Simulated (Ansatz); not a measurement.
# Cs (Im-3m), two-dimensional strain map

Theory: Ansatz 0.2.0, DFT PBE, scalar-relativistic, plane waves, PAW. The runs took a 420 eV cutoff, a Γ-centred 12×12×12 mesh and Gaussian smearing (0.15 eV). No spin polarisation. Energies are free energies at this smearing, counted from the undisturbed cell; pressure is positive in compression.

The undisturbed cell (as given, not relaxed at this level; it stands at 0.1 GPa):

```
Cs
1.0
    -3.02250    3.02250    3.02250
     3.02250   -3.02250    3.02250
     3.02250    3.02250   -3.02250
Cs
1
Direct
  0.00000 0.00000 0.00000
```

The cell is strained by p along both x and y and by q along z, fractional coordinates fixed. Points are written (p, q).

Energy above the undisturbed cell in meV/atom (a dash: not computed):

```
 p \ q  -0.080  0.000  0.080
-0.080    74.5   37.5   14.7
 0.000    13.6    0.0   -2.0
 0.080     1.6    4.4      –
```

Pressure in GPa:

```csv
p \ q,-0.080,0.000,0.080
-0.080,1.0,0.6,0.4
0.000,0.4,0.1,0.0
0.080,0.0,-0.2,–
```